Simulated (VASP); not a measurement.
Set up this calculation in VASP 6.6.1, as the native input.

| Quantity | Value |
| --- | --- |
| Task | single point |
| Functional | PBE |
| Dispersion | D3(BJ) |
| Potentials or basis | VASP PAW PBE potentials, release 64 (Sb) |
| Cutoff | 520 eV |
| k mesh | 18 × 18 × 18 |
| Occupations | gaussian, width 0.15 eV |
| Spin | no spin polarisation |
| Dipole correction | no |
| Further INCAR settings | ALGO = Normal; EDIFF = 1e-07; NBANDS = 8 |

The structure of Sb lies in POSCAR:

```
Sb
1.0
    0.0000000000      2.3949549468      2.3712425216
    2.3712425216      0.0000000000      2.3712425216
    2.3712425216      2.3949549468      0.0000000000
Sb
1
Direct
    0.0000000000      0.0000000000      0.0000000000
```

This isn't the form of Sb at room conditions, which is rhombohedral.

The cell isn't the ideal one: strain +0.0100 x Voigt [0, 1, 0, 0, 0, 0], atoms carried along.

One way to write it, as run:

INCAR

```
  ALGO = Normal
  EDIFF = 1E-7
  ENCUT = 520
  GGA = PE
  ISIF = 2
  ISMEAR = 0
  IVDW = 12
  LASPH = True
  LCHARG = False
  LREAL = False
  LWAVE = False
  NBANDS = 8
  NELM = 100
  PREC = Accurate
  SIGMA = 0.15
```

KPOINTS

```
k-points
0
Gamma
  18 18 18
```

Potentials or basis: VASP PAW PBE potentials, release 64 (Sb).

Launch:

```console
$ cat potpaw_PBE.64/Sb/POTCAR > POTCAR
$ mpirun -np 1 vasp_std > vasp.out
```

Results of the run:

```json
{
  "Pressure": "-2.0 GPa",
  "Band gap on the k mesh": "none (metal or under the smearing width)",
  "Dispersion energy per atom": "-0.525 eV"
}
```

Caveat: pairwise dispersion overbinds metals, which lowers pressure and volume.

Run time: 43 s on 1 thread of Intel(R) Xeon(R) 6975P-C (Granite Rapids), with other jobs on the host, peak memory 0.24 GiB.
